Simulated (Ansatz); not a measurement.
Stationary points along a deformation path in Hg

The calculation used DFT r2SCAN, scalar-relativistic, plane waves, PAW in Ansatz 0.2.0. Cutoff 500 eV, Γ-centred 20×20×20 k-points, Gaussian smearing of 0.15 eV. Spin–orbit coupling is left out, which can shift energies with elements as heavy as these. No spin polarisation. Energies are free energies at this smearing, counted from the undisturbed cell; pressure is positive in compression.

The undisturbed cell (as given, not relaxed at this level; it stands at 0.0 GPa; this fcc form isn't the usual structure):

```yaml
crystal:
  lattice:
    - [0.00000, 2.39191, 2.39191]
    - [2.39191, 0.00000, 2.39191]
    - [2.39191, 2.39191, 0.00000]
  atoms:
    - { symbol: Hg, position: [0.00000, 0.00000, 0.00000] }
```

At fixed volume and fractional coordinates, lengths along (0.000, 0.000, 1.000) are scaled against those across it; ρ is that ratio over its starting value. V = 27.369 Å³/atom. Δσ is the stress along the axis less the mean stress across it (compression positive).

| ρ | ΔE (meV/atom) | Δσ (GPa) | space group |
| --- | --- | --- | --- |
| 0.707 | -20.5 | 0.00 | Im-3m |
| 0.850 | -13.9 | -0.66 | I4/mmm |
| 1.000 | 0.0 | 0.00 | Fm-3m |
| 1.200 | -11.2 | 0.45 | I4/mmm |
| 1.414 | -4.7 | -1.40 | I4/mmm |

Task: How does the stress give the slope of the energy, and where is the energy stationary?

Result: Along the path d ln(length) is 2/3 d ln ρ on the axis and −1/3 d ln ρ across it, so dE/d ln ρ = −(2/3) V Δσ: the energy falls with ρ where Δσ is positive. Δσ vanishes or changes sign at ρ = 0.707 (Im-3m, an end of the scan), at -20.5 meV/atom; at ρ = 1.000 (Fm-3m), a maximum at 0.0 meV/atom; between ρ = 1.200 and 1.414, a minimum (near 1.25 by linear interpolation). Pairs of stationary points between two samples would go unseen, and could change a minimum read from distant neighbours into a maximum. At ρ = 0.707, 1.000 the cell is cubic, where symmetry alone makes the stress isotropic and the slope zero.

Task: Is the start the lowest point of the path?

Result: No: ρ = 0.707 lies 20.5 meV/atom lower, with no sampled rise above the start on the way. Volume and inner coordinates are held, so a relaxed structure there would lie lower still.

In a metal these slopes depend on the k mesh and the smearing.